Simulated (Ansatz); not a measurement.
# C: the cost of one run

Program: Ansatz 0.2.0. Level of theory: DFT PBE, plane waves, PAW, scalar-relativistic, no spin polarisation. These are calculated values, not measurements.

## Step 1: Starting point

The cell holds 18 atoms (C18): a = 7.398 Å, b = 7.398 Å, c = 12.000 Å, α = 90.00°, β = 90.00°, γ = 120.00°.

Its coordinates follow in the input file.

## Step 2: Relaxing the start

input.yaml reads:

```yaml
crystal:
  lattice:
    - [7.398, 0.0, 0.0]
    - [-3.699, 6.406856, 0.0]
    - [0.0, 0.0, 12.0]
  atoms:
    - { symbol: C, position: [0.0, 0.0, 0.0833333] }
    - { symbol: C, position: [0.2222222, 0.1111111, 0.0833333] }
    - { symbol: C, position: [0.0, 0.3333333, 0.0833333] }
    - { symbol: C, position: [0.2222222, 0.4444444, 0.0833333] }
    - { symbol: C, position: [0.0, 0.6666667, 0.0833333] }
    - { symbol: C, position: [0.2222222, 0.7777778, 0.0833333] }
    - { symbol: C, position: [0.3333333, 0.0, 0.0833333] }
    - { symbol: C, position: [0.5555556, 0.1111111, 0.0833333] }
    - { symbol: C, position: [0.3333333, 0.3333333, 0.0833333] }
    - { symbol: C, position: [0.5555556, 0.4444444, 0.0833333] }
    - { symbol: C, position: [0.3333333, 0.6666667, 0.0833333] }
    - { symbol: C, position: [0.5555556, 0.7777778, 0.0833333] }
    - { symbol: C, position: [0.6666667, 0.0, 0.0833333] }
    - { symbol: C, position: [0.8888889, 0.1111111, 0.0833333] }
    - { symbol: C, position: [0.6666667, 0.3333333, 0.0833333] }
    - { symbol: C, position: [0.8888889, 0.4444444, 0.0833333] }
    - { symbol: C, position: [0.6666667, 0.6666667, 0.0833333] }
    - { symbol: C, position: [0.8888889, 0.7777778, 0.0833333] }
basis:
  ecutwfc: 420.0
kpoints:
  mp_grid: { grid: [2, 2, 1] }
hamiltonian:
  xc: pbe
  pseudopotentials: { kind: paw, azcp: { folder: soft_1 } }
scf:
  occupations: { method: fermi_dirac, width: 0.05 }
  lower_state_search: "off"
relax:
  f_tol: 0.08
  max_steps: 25
  adjacent_minimum: "off"
output:
  write_density: true
  write_potential: true
  elf: true
  volumetric_format: npy
```

Command:

```bash
$ ansatz run input.yaml --threads 1 --pin off --max-ram 3072MiB --backend cpu --events-out ev --progress --plain --runs-dir out
```

**Question.** How long does this run take on 1 thread of Arm Neoverse V1, shared host, and how much memory does it need?

About 6.7 s, with a peak of 0.58 GiB.
